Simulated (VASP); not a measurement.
# AlN (P6_3mc) in VASP: further runs

The runs below take AlN through relaxation of cell and atoms, single point, with r2SCAN.

All numbers are computed with VASP 6.6.1; they aren't measurements. Logs are shortened: lines on timing, memory, paths and dates and some standing lists are left out, and cuts for length are marked.

## (1) The cell of the first run

It takes space group P6_3mc (No. 186, hexagonal). The conventional cell has a = 3.110 Å, b = 3.110 Å, c = 4.980 Å, α = 90.00°, β = 90.00°, γ = 120.00°. Around Al (site symmetry 3m) lie 4 N at 1.89 to 1.90 Å. Around N (site symmetry 3m) lie 4 Al at 1.89 to 1.90 Å.

The cell was built by a generator and needn't be a form met in nature.

## (2) Relaxation of cell and atoms, r2SCAN (cell and atoms relaxed at 0 GPa)

POSCAR

```
AlN
1.0
    3.1100000000      0.0000000000      0.0000000000
   -1.5550000000      2.6933390058      0.0000000000
    0.0000000000      0.0000000000      4.9800000000
Al N
2 2
Direct
    0.3333333333      0.6666666667      0.0000000000
    0.6666666667      0.3333333333      0.5000000000
    0.3333333333      0.6666666667      0.3820000000
    0.6666666667      0.3333333333      0.8820000000
```

INCAR.step1

```
SYSTEM = AlN
  PREC = Accurate
  ENCUT = 600
  ISMEAR = 0
  SIGMA = 0.01
  LREAL = .FALSE.
  LASPH = .TRUE.
  NELM = 60
  GGA = PE
  ALGO = Normal
  EDIFF = 1E-4
  LWAVE = .TRUE.
  LCHARG = .FALSE.
```

INCAR.step2

```
SYSTEM = AlN
  PREC = Accurate
  ENCUT = 600
  EDIFF = 1E-6
  ISMEAR = 0
  SIGMA = 0.01
  LREAL = .FALSE.
  LASPH = .TRUE.
  NELM = 60
  ALGO = Normal
  ISIF = 3
  LWAVE = .FALSE.
  LCHARG = .FALSE.
  METAGGA = R2SCAN
  LMIXTAU = .TRUE.
  IBRION = 2
  NSW = 80
  EDIFFG = -0.001
  ISTART = 1
```

KPOINTS

```
Automatic mesh
0
G
  9 9 6
  0 0 0
```

Potentials or basis: VASP PAW PBE potentials, release 64 (Al, N).

The run is started by

```sh
> cat potpaw_PBE.64/Al/POTCAR potpaw_PBE.64/N/POTCAR > POTCAR
> cp INCAR.step1 INCAR
> mpirun -np 1 vasp_std > vasp.out
> cp INCAR.step2 INCAR
> mpirun -np 1 vasp_std > vasp.out
```

OUTCAR:

```text
SYSTEM = AlN
   PREC = Accurate
   ENCUT = 600
   EDIFF = 1E-6
   ISMEAR = 0
   LREAL = .FALSE.
   LASPH = .TRUE.
   NELM = 60
   ISIF = 3
   METAGGA = R2SCAN
   IBRION = 2
   NSW = 80
   EDIFFG = -0.001
   ISTART = 1

 ion  position               nearest neighbor table
   1  0.333  0.667  0.000-   4 1.89   4 1.89   4 1.89   3 1.90   2 3.07   2 3.07   2 3.07   2 3.07
                             2 3.07   2 3.07
   2  0.667  0.333  0.500-   3 1.89   3 1.89   3 1.89   4 1.90   1 3.07   1 3.07   1 3.07   1 3.07
                             1 3.07   1 3.07
   3  0.333  0.667  0.382-   2 1.89   2 1.89   2 1.89   1 1.90
   4  0.667  0.333  0.882-   1 1.89   1 1.89   1 1.89   2 1.90

  LATTYP: Found a hexagonal cell.
 ALAT       =     3.1100000000
 C/A-ratio  =     1.6012861736

  Lattice vectors:

 A1 = (   3.1100000000,   0.0000000000,   0.0000000000)
 A2 = (  -1.5550000000,   2.6933390058,   0.0000000000)
 A3 = (   0.0000000000,   0.0000000000,   4.9800000000)

Analysis of symmetry for initial positions (statically):
=====================================================================
 Subroutine PRICEL returns:
 Original cell was already a primitive cell.

 Routine SETGRP: Setting up the symmetry group for a
 hexagonal supercell.

 Subroutine GETGRP returns: Found 12 space group operations
 (whereof  6 operations were pure point group operations)
 out of a pool of 24 trial point group operations.

The static configuration has the point symmetry C_3v.
 The point group associated with its full space group is C_6v.

Analysis of symmetry for dynamics (positions and initial velocities):
=====================================================================
 Subroutine PRICEL returns:
 Original cell was already a primitive cell.

 Routine SETGRP: Setting up the symmetry group for a
 hexagonal supercell.

 Subroutine GETGRP returns: Found 12 space group operations
 (whereof  6 operations were pure point group operations)
 out of a pool of 24 trial point group operations.

The dynamic configuration has the point symmetry C_3v.
 The point group associated with its full space group is C_6v.

 Subroutine INISYM returns: Found 12 space group operations
 (whereof  6 operations are pure point group operations),
 and found     1 'primitive' translations

----------------------------------------------------------------------------------------

                                     Primitive cell

  volume of cell :      41.7139

  direct lattice vectors                    reciprocal lattice vectors
     3.110000000  0.000000000  0.000000000     0.321543408  0.185643173  0.000000000
    -1.555000000  2.693339006  0.000000000     0.000000000  0.371286347  0.000000000
     0.000000000  0.000000000  4.980000000     0.000000000  0.000000000  0.200803213

  length of vectors
     3.110000000  3.110000000  4.980000000     0.371286347  0.371286347  0.200803213

  position of ions in fractional coordinates (direct lattice)
     0.333333333  0.666666667  0.000000000
     0.666666667  0.333333333  0.500000000
     0.333333333  0.666666667  0.382000000
     0.666666667  0.333333333  0.882000000

  ion indices of the primitive-cell ions
   primitive index   ion index
                 1           1
                 2           2
                 3           3
                 4           4

----------------------------------------------------------------------------------------

 KPOINTS: Automatic mesh

Automatic generation of k-mesh.
 Grid dimensions read from file:
 generate k-points for:    9    9    6

 Generating k-lattice:

  Cartesian coordinates                     Fractional coordinates (reciprocal lattice)
     0.035727045  0.020627019  0.000000000     0.111111111  0.000000000  0.000000000
     0.000000000  0.041254039  0.000000000     0.000000000  0.111111111  0.000000000
     0.000000000  0.000000000  0.033467202     0.000000000  0.000000000  0.166666667

  Length of vectors
     0.041254039  0.041254039  0.033467202

  Shift w.r.t. Gamma in fractional coordinates (k-lattice)
     0.000000000  0.000000000  0.000000000

 Subroutine IBZKPT returns following result:
 ===========================================

 Found     48 irreducible k-points:

 Following reciprocal coordinates:
            Coordinates               Weight
  0.000000  0.000000  0.000000      1.000000
  0.111111  0.000000  0.000000      6.000000
  0.222222 -0.000000  0.000000      6.000000
  0.333333  0.000000  0.000000      6.000000
  0.444444 -0.000000  0.000000      6.000000
  0.111111  0.111111  0.000000      6.000000
[... 16 lines left out ...]
  0.333333  0.222222  0.166667     24.000000
  0.333333  0.333333  0.166667      4.000000
 [... further k-points ...]
   k-points           NKPTS =     48   k-points in BZ     NKDIM =     48   number of bands    NBANDS=     12
   number of dos      NEDOS =    301   number of ions     NIONS =      4
   total plane-waves  NPLWV =  31360
   dimension x,y,z NGX =    28 NGY =   28 NGZ =   40
   dimension x,y,z NGXF=    56 NGYF=   56 NGZF=   80
   ions per type =               2   2
   NGX,Y,Z   is equivalent  to a cutoff of  14.97, 14.97, 13.35 a.u.
   NGXF,Y,Z  is equivalent  to a cutoff of  29.93, 29.93, 26.71 a.u.
 SYSTEM =  AlN
   PREC   = accura    normal or accurate (medium, high low for compatibility)
   ISTART =      1    job   : 0-new  1-cont  2-samecut
   ICHARG =      0    charge: 1-file 2-atom 10-const
   ISPIN  =      1    spin polarized calculation?
   LNONCOLLINEAR =      F non collinear calculations
   LSORBIT =      F    spin-orbit coupling
   LASPH  =      T    aspherical Exc in radial PAW
   ENCUT  =  600.0 eV  44.10 Ry    6.64 a.u.   6.21  6.21  9.95*2*pi/ulx,y,z
   NELM   =     60;   NELMIN=  2; NELMDL=  0     # of ELM steps
   EDIFF  = 0.1E-05   stopping-criterion for ELM
   LREAL  =      F    real-space projection
   EDIFFG = -.1E-02   stopping-criterion for IOM
   NSW    =     80    number of steps for IOM
   IBRION =      2    ionic relax: 0-MD 1-quasi-New 2-CG
   NFREE  =      1    steps in history (QN), initial steepest desc. (CG)
   ISIF   =      3    stress and relaxation
   ISYM   =      2    0-nonsym 1-usesym 2-fastsym
   POTIM  = 0.5000    time-step for ionic-motion
   TEBEG  =    0.0;   TEEND  =   0.0 temperature during run
   PSTRESS=    0.0 pullay stress
   NELECT =      16.0000    total number of electrons
   NUPDOWN=      -1.0000    fix difference up-down
   EMIN   =  10.00;   EMAX   =-10.00  energy-range for DOS
   EFERMI =   0.00;   METHOD = LEGACY
   ISMEAR =     0;   SIGMA  =   0.01  broadening in eV -4-tet -1-fermi 0-gaus
   EFERMI_NEDOS =   21; number of points for ismear=-14 and -15
   IALGO  =     38    algorithm
   IMIX   =      4    mixing-type and parameters
     AMIX     =   0.40;   BMIX     =  1.00
     AMIX_MAG =   1.60;   BMIX_MAG =  1.00
  volume/ion in A,a.u.               =      10.43        70.37
  Fermi-wavevector in a.u.,A,eV,Ry     =   1.189473  2.247778 19.250147  1.414846
  Thomas-Fermi vector in A             =   2.325579
   LORBIT       =      0    0 simple, 1 ext, 2 COOP (PROOUT), +10 PAW based schemes
   METAGGA = R2SCAN    functional components
   LHFCALC =     F    Hartree Fock is set to
   AEXX    =    0.0000 exact exchange contribution
   IVDW    =     0    specifies the selected vdW correction
   LEPSILON=     F    determine dielectric tensor
   LRPA    =     F    only Hartree local field effects (RPA)
 conjugate gradient relaxation of ions
 non-spin polarized calculation
 Gauss-broadening in eV      SIGMA  =   0.01
  energy-cutoff  :      600.00
  volume of cell :       41.71
 maximum number of plane-waves:      1412
 NGX is ok and might be reduce to    28
   NGX = 13   NGY = 13   NGZ = 19

--------------------------------------- Ionic step        1  -------------------------------------------

 number of electron      15.9999999 magnetization

 Free energy of the ion-electron system (eV)
  ---------------------------------------------------
  ext. energy  EPLUGINS =         0.00000000
  ---------------------------------------------------
  free energy    TOTEN  =       -38.45534440 eV

  energy without entropy =      -38.45534440  energy(sigma->0) =      -38.45534440

------------------------ aborting loop because EDIFF is reached ----------------------------------------

  FORCE on cell =-STRESS in cart. coord.  units (eV):
  Direction    XX          YY          ZZ          XY          YZ          ZX
  --------------------------------------------------------------------------------------
  -------------------------------------------------------------------------------------
  Total       -0.2278971     -0.2278971     -0.1985240      0.0000000      0.0000000     -0.0000000
  in kB       -8.7532367     -8.7532367     -7.6250510      0.0000000      0.0000000     -0.0000000
  external PRESSURE =      -8.3771748 kB  Pullay stress =       0.0000000 kB
[... 95 lines left out ...]
  FREE ENERGIE OF THE ION-ELECTRON SYSTEM (eV)
  ---------------------------------------------------
  free  energy   TOTEN  =       -38.4557647353 eV

  energy  without entropy=      -38.4557647353  energy(sigma->0) =      -38.45576474

[... ionic steps 4 to 8 ...]

--------------------------------------- Ionic step        9  -------------------------------------------

 number of electron      15.9999999 magnetization

------------------------ aborting loop because EDIFF is reached ----------------------------------------

  FORCE on cell =-STRESS in cart. coord.  units (eV):
  Direction    XX          YY          ZZ          XY          YZ          ZX
  --------------------------------------------------------------------------------------
  -------------------------------------------------------------------------------------
  Total       -0.0073723     -0.0073723      0.0011844      0.0000000     -0.0000000      0.0000000
  in kB       -0.2842549     -0.2842549      0.0456674      0.0000000     -0.0000000      0.0000000
  external PRESSURE =      -0.1742808 kB  Pullay stress =       0.0000000 kB
[... 61 lines left out ...]
  energy  without entropy=      -38.4557722285  energy(sigma->0) =      -38.45577223

--------------------------------------- Ionic step       11  -------------------------------------------

 number of electron      15.9999999 magnetization

 Free energy of the ion-electron system (eV)
  ---------------------------------------------------
  ext. energy  EPLUGINS =         0.00000000
  ---------------------------------------------------
  free energy    TOTEN  =       -38.45577248 eV

  energy without entropy =      -38.45577248  energy(sigma->0) =      -38.45577248

 E-fermi :   6.0355     XC(G=0): -11.4235

 val. band max:        5.9336948383   @ k =   0.0000   0.0000   0.0000
 cond. band min:      10.8668533920   @ k =   0.0000   0.0000   0.0000
 fundamental gap:      4.9331585536
 Fermi energy:         6.0355231163

 k-point     1 :       0.0000    0.0000    0.0000
  band No.  band energies     occupation
      1     -10.0578      2.00000
      2      -7.9307      2.00000
      3      -0.1431      2.00000
      4       5.0464      2.00000
      5       5.0464      2.00000
      6       5.7077      2.00000
      7       5.7077      2.00000
      8       5.9337      2.00000
      9      10.8669      0.00000
     10      13.4853      0.00000
     11      17.5610      0.00000
     12      17.9872      0.00000
[... 331 lines left out ...]
 k-point    24 :       0.3333    0.3333    0.1667
  band No.  band energies     occupation
      1      -7.5695      2.00000
      2      -7.5695      2.00000
      3       1.1536      2.00000
      4       1.7340      2.00000
      5       1.7340      2.00000
      6       3.1755      2.00000
      7       4.0413      2.00000
      8       4.0413      2.00000
      9      12.0308      0.00000
     10      15.0352      0.00000
     11      15.9290      0.00000
     12      15.9290      0.00000

 [... further k-points ...]

------------------------ aborting loop because EDIFF is reached ----------------------------------------

  FORCE on cell =-STRESS in cart. coord.  units (eV):
  Direction    XX          YY          ZZ          XY          YZ          ZX
  --------------------------------------------------------------------------------------
  -------------------------------------------------------------------------------------
  Total        0.0031573      0.0031573      0.0015490      0.0000000      0.0000000     -0.0000000
  in kB        0.1217459      0.1217459      0.0597315      0.0000000      0.0000000     -0.0000000
  external PRESSURE =       0.1010744 kB  Pullay stress =       0.0000000 kB
[... 19 lines left out ...]
  FREE ENERGIE OF THE ION-ELECTRON SYSTEM (eV)
  ---------------------------------------------------
  free  energy   TOTEN  =       -38.4557724822 eV

  energy  without entropy=      -38.4557724822  energy(sigma->0) =      -38.45577248

 reached required accuracy - stopping structural energy minimisation
```

Run time: 4.9 min. Hardware: 1 thread of Intel Xeon Platinum 8559C (Emerald Rapids), shared host; peak memory 0.2 GiB.

What came out:

| Item | Value |
| --- | --- |
| Free energy | -38.4558 eV |
| Relaxed volume | 10.39 Å³/atom |
| Relaxed cell | a = 3.105 Å, b = 3.105 Å, c = 4.976 Å, α = 90.00°, β = 90.00°, γ = 120.00° |
| Space group after relaxing (to 0.05 Å) | P6_3mc (No. 186) |
| Energy gained by relaxing | 0.1 meV/atom |
| Ionic steps | 11 |
| Pressure after relaxing | 0.0 GPa |
| Band gap on the k mesh | 4.93 eV, direct |

Step by step:
| step | energy change (eV) | largest force (eV/Å) | pressure (GPa) | volume (Å³) |
| --- | --- | --- | --- | --- |
| 1 | 0.0000 | 0.0163 | -0.84 | 41.71 |
| 2 | 0.0000 | 0.0037 | 0.85 | 41.39 |
| 3 | -0.0004 | 0.0067 | -0.04 | 41.56 |
| 4 | -0.0004 | 0.0061 | 0.01 | 41.55 |
| 5 | -0.0004 | 0.0063 | 0.00 | 41.55 |
| 6 | -0.0004 | 0.0016 | -0.01 | 41.55 |
| 7 | -0.0004 | 0.0038 | -0.02 | 41.55 |
| 8 | -0.0004 | 0.0014 | -0.02 | 41.55 |
| 9 | -0.0004 | 0.0009 | -0.02 | 41.55 |
| 10 | -0.0004 | 0.0009 | 0.02 | 41.55 |
| 11 | -0.0004 | 0.0002 | 0.01 | 41.55 |

Final structure:
```xyz
4
Lattice="3.1053 0.0000 0.0000 -1.5526 2.6892 0.0000 0.0000 0.0000 4.9755" Properties=species:S:1:pos:R:3 pbc="T T T"
Al    0.0000    1.7928    0.0008
Al    1.5526    0.8964    2.4886
N     0.0000    1.7928    1.8998
N     1.5526    0.8964    4.3876
```

Levels at points of the mesh, in eV from the valence-band top:
| k point | band 5 | band 6 | band 7 | band 8 | band 9 | band 10 | band 11 | band 12 |
| --- | --- | --- | --- | --- | --- | --- | --- | --- |
| (0.00, 0.00, 0.00) | -0.89 | -0.23 | -0.23 | 0.00 | 4.93 | 7.55 | 11.63 | 12.05 |
| (0.00, 0.00, 0.50) | -0.57 | -0.57 | -0.57 | -0.57 | 7.27 | 7.27 | 11.33 | 11.33 |

Caveat: the PAW data sets were made with another functional, which shifts forces and pressure a little; an odd mesh through Γ misses points on the zone boundary, where band edges often lie.

## (3) Single point, r2SCAN (cell and atoms relaxed at 5 GPa)

POSCAR

```
AlN
1.0
    3.0847548605      0.0000000000      0.0000000000
   -1.5423774302      2.6714760737      0.0000000000
    0.0000000000      0.0000000000      4.9356671144
Al N
2 2
Direct
    0.3333333333      0.6666666667     -0.0000252071
    0.6666666667      0.3333333333      0.4999747929
    0.3333333333      0.6666666667      0.3820252071
    0.6666666667      0.3333333333      0.8820252071
```

INCAR.step1

```
SYSTEM = AlN
PREC     = Accurate       ! precision mode
ENCUT    = 520            ! plane-wave cutoff, eV
ISMEAR   = 0              ! smearing method
SIGMA    = 0.01           ! smearing width, eV
LREAL    = .False.        ! projectors in reciprocal space
LASPH    = .True.         ! aspherical terms in the spheres
NELM     = 100            ! most SCF steps
NBANDS   = 16             ! bands
GGA      = PE             ! functional
ALGO     = Normal         ! electronic algorithm
EDIFF    = 1E-4           ! SCF threshold, eV
LWAVE    = .True.         ! write WAVECAR
LCHARG   = .False.        ! write CHGCAR
```

INCAR.step2

```
SYSTEM = AlN
PREC     = Accurate       ! precision mode
ENCUT    = 520            ! plane-wave cutoff, eV
EDIFF    = 1E-6           ! SCF threshold, eV
ISMEAR   = 0              ! smearing method
SIGMA    = 0.01           ! smearing width, eV
LREAL    = .False.        ! projectors in reciprocal space
LASPH    = .True.         ! aspherical terms in the spheres
NELM     = 100            ! most SCF steps
ALGO     = Normal         ! electronic algorithm
ISIF     = 2              ! what is computed and relaxed
LWAVE    = .False.        ! write WAVECAR
LCHARG   = .False.        ! write CHGCAR
METAGGA  = R2SCAN         ! meta-GGA
LMIXTAU  = .True.       
NBANDS   = 16             ! bands
ISTART   = 1
```

KPOINTS

```
Automatic mesh
0
Gamma
  9 9 6
  0 0 0
```

Potentials or basis: VASP PAW PBE potentials, release 64 (Al, N).

The run is started by

```sh
> cat potpaw_PBE.64/Al/POTCAR potpaw_PBE.64/N/POTCAR > POTCAR
> cp INCAR.step1 INCAR
> mpirun -np 1 vasp_std > vasp.out
> cp INCAR.step2 INCAR
> mpirun -np 1 vasp_std > vasp.out
```

Wall time 42 s (1 thread of Intel Xeon Platinum 8559C (Emerald Rapids), shared host); peak memory 0.17 GiB.

It converged, with:

| Quantity | Value |
| --- | --- |
| Free energy | -38.4430 eV |
| Pressure | 4.6 GPa |
| Band gap on the k mesh | 5.12 eV, direct |

Levels at points of the mesh, in eV from the valence-band top:
| k point | band 5 | band 6 | band 7 | band 8 | band 9 | band 10 | band 11 | band 12 |
| --- | --- | --- | --- | --- | --- | --- | --- | --- |
| (0.00, 0.00, 0.00) | -0.92 | -0.25 | -0.25 | 0.00 | 5.12 | 7.72 | 11.82 | 12.19 |
| (0.00, 0.00, 0.50) | -0.59 | -0.59 | -0.59 | -0.59 | 7.45 | 7.45 | 11.51 | 11.51 |

Caveat: the PAW data sets were made with another functional, which shifts forces and pressure a little; an odd mesh through Γ misses points on the zone boundary, where band edges often lie.
